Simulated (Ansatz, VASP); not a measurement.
**Two plane-wave programs on C**

INCAR

```
PREC = Accurate ; ENCUT = 520
EDIFF = 1E-6 ; ISMEAR = 0
SIGMA = 0.05 ; LREAL = F
LASPH = T ; NELM = 80
ALGO = Normal ; ISIF = 2
LWAVE = F ; LCHARG = F
NBANDS = 11
```

Contents of KPOINTS:

```
regular mesh
0
Gamma
  14 14 14
```

POSCAR

```
C
1.0
    0.0000000000      2.0604872342      3.5676362887
    1.1895995880      0.0000000000      3.5676362887
    1.1895995880      2.0604872342      0.0000000000
C
2
Direct
    0.1666700000      0.8333300000      0.1666700000
    0.8333300000      0.1666700000      0.8333300000
```

Input for Ansatz:

```yaml
crystal:
  lattice:
    - [0.0, 2.0604872342, 3.5676362887]
    - [1.189599588, 0.0, 3.5676362887]
    - [1.189599588, 2.0604872342, 0.0]
  atoms:
    - { symbol: C, position: [0.16667, 0.83333, 0.16667] }
    - { symbol: C, position: [0.83333, 0.16667, 0.83333] }
basis:
  ecutwfc: 420
kpoints:
  mp_grid: { grid: [14, 14, 14] }
hamiltonian:
  xc: lda
scf:
  occupations: { method: gaussian, width: 0.05 }
output:
  forces: true
  stress: true
  eigenvalues: true
```

Alike in both runs: task single point; functional LDA; k mesh 14 × 14 × 14; occupations gaussian, width 0.05 eV; no spin polarisation.

|  | VASP | Ansatz |
| --- | --- | --- |
| version | VASP 6.6.1 | Ansatz 0.2.0 |
| potentials or method | VASP PAW LDA potentials, release 64 (C) | scalar-relativistic, plane waves, PAW |
| plane-wave cutoff (eV) | 520 | 420 |
| valence electrons in the cell | 8 | 8 |

```tsv
	VASP	Ansatz	Ansatz less VASP
gap on the k mesh at the Fermi level (eV)	0.71	0.71	+0.001
least direct gap on the mesh (eV)	0.82	0.83	+0.001
pressure (GPa)	25.3	24.5	-0.76
largest component of the traceless stress (GPa)	26.61	25.70	-0.911
rms of the force components (eV/Å)	0.010	0.010	-0.0001
```

Atom by atom the forces differ by 0.000 eV/Å (rms over components).

Caveats: so large a pressure means that the cell lies far from this level's equilibrium, or that cutoff or potentials fall short (VASP).
